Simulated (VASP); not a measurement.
# MgSi (P4/mmm) in VASP: notebook

One crystal, MgSi, is run at these levels: r2SCAN; tasks: single point.

Everything below comes from runs of VASP 6.6.1. Logs are shortened: lines on timing, memory, paths and dates and some standing lists are left out, and cuts for length are marked.

### 1 The cell of the first run

The structure is tetragonal, space group P4/mmm (No. 123). Conventional cell: a = 2.821 Å, b = 2.821 Å, c = 3.980 Å, α = 90.00°, β = 90.00°, γ = 90.00°. Mg (site symmetry 4/mmm) is surrounded by 8 Si at 2.82 Å and 4 Mg at 2.82 Å. Around Si (site symmetry 4/mmm) lie 8 Mg at 2.82 Å and 4 Si at 2.82 Å.

The cell comes from a database or a generator and needn't be the stable form of this composition.

### 2 Single point, r2SCAN (strain -0.030 along x and y, -0.030 along z, atoms carried along)

The input, POSCAR:

```
MgSi
1.0
    2.8211421800      0.0000000000      0.0000000000
    0.0000000000      2.8211421800      0.0000000000
    0.0000000000      0.0000000000      3.9803241900
Mg Si
1 1
Direct
    0.0000000000      0.0000000000      0.0000000000
    0.5000000000      0.5000000000      0.5000000000
```

The input, INCAR.step1:

```
SYSTEM = MgSi
  ALGO = Normal
  EDIFF = 1E-4
  ENCUT = 520
  GGA = PE
  ISMEAR = 0
  LASPH = .True.
  LCHARG = .False.
  LREAL = .False.
  LWAVE = .True.
  NBANDS = 10
  NELM = 100
  PREC = Accurate
  SIGMA = 0.15
```

The input, INCAR.step2:

```
SYSTEM = MgSi
  ALGO = Normal
  EDIFF = 1E-6
  ENCUT = 520
  ISIF = 2
  ISMEAR = 0
  ISTART = 1
  LASPH = .True.
  LCHARG = .False.
  LMIXTAU = .True.
  LREAL = .False.
  LWAVE = .False.
  METAGGA = R2SCAN
  NBANDS = 10
  NELM = 100
  PREC = Accurate
  SIGMA = 0.15
```

The input, KPOINTS:

```
k-points
0
Gamma
  16 16 12
  0 0 0
```

Potentials or basis: VASP PAW PBE potentials, release 64 (Mg, Si).

On the command line:

```
cat potpaw_PBE.64/Mg/POTCAR potpaw_PBE.64/Si/POTCAR > POTCAR
cp INCAR.step1 INCAR
mpirun -np 1 vasp_std > vasp.out
cp INCAR.step2 INCAR
mpirun -np 1 vasp_std > vasp.out
```

OUTCAR:

```text
SYSTEM = MgSi
   EDIFF = 1E-6
   ENCUT = 520
   ISIF = 2
   ISMEAR = 0
   ISTART = 1
   LASPH = .True.
   LREAL = .False.
   METAGGA = R2SCAN
   NELM = 100
   PREC = Accurate

 ion  position               nearest neighbor table
   1  0.000  0.000  0.000-   2 2.82   2 2.82   2 2.82   2 2.82   2 2.82   2 2.82   2 2.82   2 2.82

   2  0.500  0.500  0.500-   1 2.82   1 2.82   1 2.82   1 2.82   1 2.82   1 2.82   1 2.82   1 2.82

  LATTYP: Found a simple tetragonal cell.
 ALAT       =     2.8211421800
 C/A-ratio  =     1.4108910278

  Lattice vectors:

 A1 = (   2.8211421800,   0.0000000000,   0.0000000000)
 A2 = (   0.0000000000,   2.8211421800,   0.0000000000)
 A3 = (   0.0000000000,   0.0000000000,   3.9803241900)

Analysis of symmetry for initial positions (statically):
=====================================================================
 Subroutine PRICEL returns:
 Original cell was already a primitive cell.

 Routine SETGRP: Setting up the symmetry group for a
 simple tetragonal supercell.

 Subroutine GETGRP returns: Found 16 space group operations
 (whereof 16 operations were pure point group operations)
 out of a pool of 16 trial point group operations.

The static configuration has the point symmetry D_4h.

Analysis of symmetry for dynamics (positions and initial velocities):
=====================================================================
 Subroutine PRICEL returns:
 Original cell was already a primitive cell.

 Routine SETGRP: Setting up the symmetry group for a
 simple tetragonal supercell.

 Subroutine GETGRP returns: Found 16 space group operations
 (whereof 16 operations were pure point group operations)
 out of a pool of 16 trial point group operations.

The dynamic configuration has the point symmetry D_4h.

 Subroutine INISYM returns: Found 16 space group operations
 (whereof 16 operations are pure point group operations),
 and found     1 'primitive' translations

----------------------------------------------------------------------------------------

                                     Primitive cell

  volume of cell :      31.6788

  direct lattice vectors                    reciprocal lattice vectors
     2.821142180  0.000000000  0.000000000     0.354466360  0.000000000  0.000000000
     0.000000000  2.821142180  0.000000000     0.000000000  0.354466360  0.000000000
     0.000000000  0.000000000  3.980324190     0.000000000  0.000000000  0.251235817

  length of vectors
     2.821142180  2.821142180  3.980324190     0.354466360  0.354466360  0.251235817

  position of ions in fractional coordinates (direct lattice)
     0.000000000  0.000000000  0.000000000
     0.500000000  0.500000000  0.500000000

  ion indices of the primitive-cell ions
   primitive index   ion index
                 1           1
                 2           2

----------------------------------------------------------------------------------------

 KPOINTS: k-points

Automatic generation of k-mesh.
 Grid dimensions read from file:
 generate k-points for:   16   16   12

 Generating k-lattice:

  Cartesian coordinates                     Fractional coordinates (reciprocal lattice)
     0.022154148  0.000000000  0.000000000     0.062500000  0.000000000  0.000000000
     0.000000000  0.022154148  0.000000000     0.000000000  0.062500000  0.000000000
     0.000000000  0.000000000  0.020936318     0.000000000  0.000000000  0.083333333

  Length of vectors
     0.022154148  0.022154148  0.020936318

  Shift w.r.t. Gamma in fractional coordinates (k-lattice)
     0.000000000  0.000000000  0.000000000

 Subroutine IBZKPT returns following result:
 ===========================================

 Found    315 irreducible k-points:

 Following reciprocal coordinates:
            Coordinates               Weight
  0.000000  0.000000  0.000000      1.000000
  0.062500  0.000000  0.000000      4.000000
  0.125000  0.000000  0.000000      4.000000
  0.187500  0.000000  0.000000      4.000000
  0.250000  0.000000  0.000000      4.000000
  0.312500  0.000000  0.000000      4.000000
[... 16 lines left out ...]
  0.437500  0.125000  0.000000      8.000000
  0.500000  0.125000  0.000000      4.000000
 [... further k-points ...]
   k-points           NKPTS =    315   k-points in BZ     NKDIM =    315   number of bands    NBANDS=     10
   number of dos      NEDOS =    301   number of ions     NIONS =      2
   total plane-waves  NPLWV =  17280
   dimension x,y,z NGX =    24 NGY =   24 NGZ =   30
   dimension x,y,z NGXF=    48 NGYF=   48 NGZF=   60
   ions per type =               1   1
   NGX,Y,Z   is equivalent  to a cutoff of  14.14, 14.14, 12.53 a.u.
   NGXF,Y,Z  is equivalent  to a cutoff of  28.29, 28.29, 25.06 a.u.
 SYSTEM =  MgSi
   PREC   = accura    normal or accurate (medium, high low for compatibility)
   ISTART =      1    job   : 0-new  1-cont  2-samecut
   ICHARG =      0    charge: 1-file 2-atom 10-const
   ISPIN  =      1    spin polarized calculation?
   LNONCOLLINEAR =      F non collinear calculations
   LSORBIT =      F    spin-orbit coupling
   LASPH  =      T    aspherical Exc in radial PAW
   ENCUT  =  520.0 eV  38.22 Ry    6.18 a.u.   5.25  5.25  7.40*2*pi/ulx,y,z
   NELM   =    100;   NELMIN=  2; NELMDL=  0     # of ELM steps
   EDIFF  = 0.1E-05   stopping-criterion for ELM
   LREAL  =      F    real-space projection
   EDIFFG = 0.1E-04   stopping-criterion for IOM
   NSW    =      0    number of steps for IOM
   IBRION =     -1    ionic relax: 0-MD 1-quasi-New 2-CG
   NFREE  =      0    steps in history (QN), initial steepest desc. (CG)
   ISIF   =      2    stress and relaxation
   ISYM   =      2    0-nonsym 1-usesym 2-fastsym
   POTIM  = 0.5000    time-step for ionic-motion
   TEBEG  =    0.0;   TEEND  =   0.0 temperature during run
   PSTRESS=    0.0 pullay stress
   NELECT =       6.0000    total number of electrons
   NUPDOWN=      -1.0000    fix difference up-down
   EMIN   =  10.00;   EMAX   =-10.00  energy-range for DOS
   EFERMI =   0.00;   METHOD = LEGACY
   ISMEAR =     0;   SIGMA  =   0.15  broadening in eV -4-tet -1-fermi 0-gaus
   EFERMI_NEDOS =   21; number of points for ismear=-14 and -15
   IALGO  =     38    algorithm
   IMIX   =      4    mixing-type and parameters
     AMIX     =   0.40;   BMIX     =  1.00
     AMIX_MAG =   1.60;   BMIX_MAG =  1.00
  volume/ion in A,a.u.               =      15.84       106.89
  Fermi-wavevector in a.u.,A,eV,Ry     =   0.940161  1.776648 12.026238  0.883904
  Thomas-Fermi vector in A             =   2.067546
   LORBIT       =      0    0 simple, 1 ext, 2 COOP (PROOUT), +10 PAW based schemes
   METAGGA = R2SCAN    functional components
   LHFCALC =     F    Hartree Fock is set to
   AEXX    =    0.0000 exact exchange contribution
   IVDW    =     0    specifies the selected vdW correction
   LEPSILON=     F    determine dielectric tensor
   LRPA    =     F    only Hartree local field effects (RPA)
 non-spin polarized calculation
 Gauss-broadening in eV      SIGMA  =   0.15
  energy-cutoff  :      520.00
  volume of cell :       31.68
 maximum number of plane-waves:       888
 NGX is ok and might be reduce to    24
   NGX = 11   NGY = 11   NGZ = 15

 number of electron       6.0000000 magnetization

 Free energy of the ion-electron system (eV)
  ---------------------------------------------------
  ext. energy  EPLUGINS =         0.00000000
  ---------------------------------------------------
  free energy    TOTEN  =       -12.58782087 eV

  energy without entropy =      -12.57978500  energy(sigma->0) =      -12.58380293

 E-fermi :   7.0958     XC(G=0): -10.8503

 val. band max:        7.0816270872   @ k =   0.3125   0.3125   0.4167
 cond. band min:       7.0961451778   @ k =   0.1875   0.0000   0.1667
 fundamental gap:      0.0145180906
 Fermi energy:         7.0958361730

 k-point     1 :       0.0000    0.0000    0.0000
  band No.  band energies     occupation
      1      -5.5480      2.00000
      2       3.7247      2.00000
      3       6.1250      2.00000
      4      12.1053      0.00000
      5      12.1053      0.00000
      6      12.6965      0.00000
      7      17.1402      0.00000
      8      20.7638      0.00000
      9      20.7638      0.00000
     10      21.3404      0.00000

 k-point     2 :       0.0625    0.0000    0.0000
  band No.  band energies     occupation
      1      -5.4733      2.00000
      2       3.7899      2.00000
      3       6.1953      2.00000
      4      10.6333      0.00000
      5      12.1650      0.00000
      6      13.8112      0.00000
      7      17.6519      0.00000
      8      19.6689      0.00000
      9      20.7615      0.00000
     10      20.8345      0.00000

 k-point     3 :       0.1250    0.0000    0.0000
  band No.  band energies     occupation
      1      -5.2496      2.00000
      2       3.9847      2.00000
      3       6.3950      2.00000
      4       8.8301      0.00000
      5      12.3430      0.00000
      6      14.6718      0.00000
      7      17.8760      0.00000
      8      18.7326      0.00000
      9      19.9370      0.00000
     10      21.0459      0.00000

 k-point     4 :       0.1875    0.0000    0.0000
  band No.  band energies     occupation
      1      -4.8788      2.00000
      2       4.3063      2.00000
      3       6.5100      2.00000
      4       7.2833      0.07713
      5      12.6353      0.00000
      6      15.2890      0.00000
      7      16.0807      0.00000
      8      17.8701      0.00000
      9      21.3946      0.00000
     10      21.4173      0.00000

 k-point     5 :       0.2500    0.0000    0.0000
  band No.  band energies     occupation
      1      -4.3648      2.00000
      2       4.7482      2.00000
      3       5.1781      2.00000
      4       7.4114      0.00293
      5      13.0329      0.00000
      6      14.3981      0.00000
      7      15.8337      0.00000
      8      16.5332      0.00000
      9      21.8738      0.00000
     10      22.4136      0.00000

 k-point     6 :       0.3125    0.0000    0.0000
  band No.  band energies     occupation
      1      -3.7155      2.00000
      2       3.6124      2.00000
      3       5.2958      2.00000
      4       8.0225      0.00000
      5      12.8728      0.00000
      6      13.5167      0.00000
      7      15.0055      0.00000
      8      16.6382      0.00000
      9      21.0656      0.00000
     10      22.4681      0.00000
[... 183 lines left out ...]
 k-point    21 :       0.3125    0.1250    0.0000
  band No.  band energies     occupation
      1      -3.4210      2.00000
      2       3.8726      2.00000
      3       5.5614      2.00000
      4       8.2460      0.00000
      5      10.7770      0.00000
      6      13.1289      0.00000
      7      15.1792      0.00000
      8      18.0129      0.00000
      9      19.4821      0.00000
     10      19.7788      0.00000

 k-point    22 :       0.3750    0.1250    0.0000
  band No.  band energies     occupation
      1      -2.6576      2.00000
      2       2.4444      2.00000
      3       6.1812      2.00000
      4       8.9800      0.00000
      5      11.3835      0.00000
      6      11.8060      0.00000
      7      13.9159      0.00000
      8      16.7916      0.00000
      9      20.1101      0.00000
     10      20.3441      0.00000

 k-point    23 :       0.4375    0.1250    0.0000
  band No.  band energies     occupation
      1      -1.8490      2.00000
      2       1.2317      2.00000
      3       6.7667      1.99809
      4       9.7437      0.00000
      5      10.7971      0.00000
      6      11.9617      0.00000
      7      12.8176      0.00000
      8      15.8368      0.00000
      9      20.7020      0.00000
     10      20.8612      0.00000

 k-point    24 :       0.5000    0.1250    0.0000
  band No.  band energies     occupation
      1      -1.3692      2.00000
      2       0.6165      2.00000
      3       7.0446      1.37117
      4      10.1772      0.00000
      5      10.3779      0.00000
      6      12.2510      0.00000
      7      12.2561      0.00000
      8      15.4356      0.00000
      9      20.9826      0.00000
     10      21.0911      0.00000

 [... further k-points ...]

------------------------ aborting loop because EDIFF is reached ----------------------------------------

  FORCE on cell =-STRESS in cart. coord.  units (eV):
  Direction    XX          YY          ZZ          XY          YZ          ZX
  --------------------------------------------------------------------------------------
  -------------------------------------------------------------------------------------
  Total        1.1292459      1.1292459      0.8088183      0.0000000      0.0000000      0.0000000
  in kB       57.1124410     57.1124410     40.9065806      0.0000000      0.0000000      0.0000000
  external PRESSURE =      51.7104875 kB  Pullay stress =       0.0000000 kB

 VOLUME and BASIS-vectors are now :
 -----------------------------------------------------------------------------
  energy-cutoff  :      520.00
  volume of cell :       31.68
      direct lattice vectors                 reciprocal lattice vectors
     2.821142180  0.000000000  0.000000000     0.354466360  0.000000000  0.000000000
     0.000000000  2.821142180  0.000000000     0.000000000  0.354466360  0.000000000
     0.000000000  0.000000000  3.980324190     0.000000000  0.000000000  0.251235817

 POSITION                                       TOTAL-FORCE (eV/Angst)
 -----------------------------------------------------------------------------------
      0.00000      0.00000      0.00000         0.000000      0.000000      0.000000
      1.41057      1.41057      1.99016         0.000000      0.000000      0.000000
 -----------------------------------------------------------------------------------
    total drift:                               -0.000000     -0.000000     -0.000000

  FREE ENERGIE OF THE ION-ELECTRON SYSTEM (eV)
  ---------------------------------------------------
  free  energy   TOTEN  =       -12.5878208670 eV

  energy  without entropy=      -12.5797849987  energy(sigma->0) =      -12.58380293
```

Wall time 76 s (1 thread of Intel Xeon 6975P-C (Granite Rapids), shared host); peak memory 0.24 GiB.

What came out:

| Quantity | Value |
| --- | --- |
| Free energy | -12.5878 eV |
| Pressure | 5.2 GPa |
| Band gap on the k mesh | none (metal or under the smearing width) |

Caveat: the PAW data sets were made with another functional, which shifts forces and pressure a little.

### 3 Single point, r2SCAN (strain +0.030 along x and y, -0.030 along z, atoms carried along)

The input, POSCAR:

```
MgSi
1.0
    2.9956458200      0.0000000000      0.0000000000
    0.0000000000      2.9956458200      0.0000000000
    0.0000000000      0.0000000000      3.9803241900
Mg Si
1 1
Direct
    0.0000000000      0.0000000000      0.0000000000
    0.5000000000      0.5000000000      0.5000000000
```

The input, INCAR.step1:

```
ALGO     = Normal         # electronic algorithm
EDIFF    = 1E-4           # SCF threshold, eV
ENCUT    = 520            # plane-wave cutoff, eV
GGA      = PE             # functional
ISMEAR   = 0              # smearing method
LASPH    = T              # aspherical terms in the spheres
LCHARG   = F              # write CHGCAR
LREAL    = F              # projectors in reciprocal space
LWAVE    = T              # write WAVECAR
NBANDS   = 10             # bands
NELM     = 100            # most SCF steps
PREC     = Accurate       # precision mode
SIGMA    = 0.15           # smearing width, eV
```

The input, INCAR.step2:

```
ALGO     = Normal         # electronic algorithm
EDIFF    = 1E-7           # SCF threshold, eV
ENCUT    = 520            # plane-wave cutoff, eV
ISIF     = 2              # what is computed and relaxed
ISMEAR   = 0              # smearing method
ISTART   = 1            
LASPH    = T              # aspherical terms in the spheres
LCHARG   = F              # write CHGCAR
LMIXTAU  = T            
LREAL    = F              # projectors in reciprocal space
LWAVE    = F              # write WAVECAR
METAGGA  = R2SCAN         # meta-GGA
NBANDS   = 10             # bands
NELM     = 100            # most SCF steps
PREC     = Accurate       # precision mode
SIGMA    = 0.15           # smearing width, eV
```

The input, KPOINTS:

```
k-points
0
Gamma
  16 16 12
```

Potentials or basis: VASP PAW PBE potentials, release 64 (Mg, Si).

On the command line:

```
cat potpaw_PBE.64/Mg/POTCAR potpaw_PBE.64/Si/POTCAR > POTCAR
cp INCAR.step1 INCAR
mpirun -np 1 vasp_std > vasp.out
cp INCAR.step2 INCAR
mpirun -np 1 vasp_std > vasp.out
```

It took 97 s on 1 thread of Intel Xeon 6975P-C (Granite Rapids), shared host; peak memory 0.25 GiB.

It converged, with:

- Free energy: -12.6222 eV
- Pressure: -2.5 GPa
- Band gap on the k mesh: none (metal or under the smearing width)

Stress tensor (GPa, compression positive):
```
-2.45  0.00  0.00
 0.00 -2.45  0.00
 0.00  0.00 -2.69
```

Levels at points of the mesh, in eV from the Fermi level:
| k point | band 1 | band 2 | band 3 | band 4 | band 5 | band 6 | band 7 |
| --- | --- | --- | --- | --- | --- | --- | --- |
| (0.00, 0.00, 0.00) | -11.65 | -2.38 | -0.05 | 3.97 | 3.97 | 5.31 | 8.30 |
| (0.50, 0.00, 0.00) | -8.41 | -6.09 | 0.19 | 3.33 | 3.63 | 5.17 | 6.11 |
| (0.50, 0.50, 0.00) | -4.98 | -3.43 | -3.43 | 0.50 | 2.94 | 6.14 | 6.14 |
| (0.00, 0.00, 0.50) | -10.44 | -7.19 | 4.59 | 4.59 | 6.95 | 8.91 | 9.26 |
| (0.50, 0.00, 0.50) | -7.31 | -4.95 | -4.05 | -1.39 | 6.83 | 10.92 | 11.07 |
| (0.50, 0.50, 0.50) | -3.75 | -2.46 | -2.46 | -0.95 | 1.20 | 1.20 | 1.53 |

Caveat: the PAW data sets were made with another functional, which shifts forces and pressure a little.
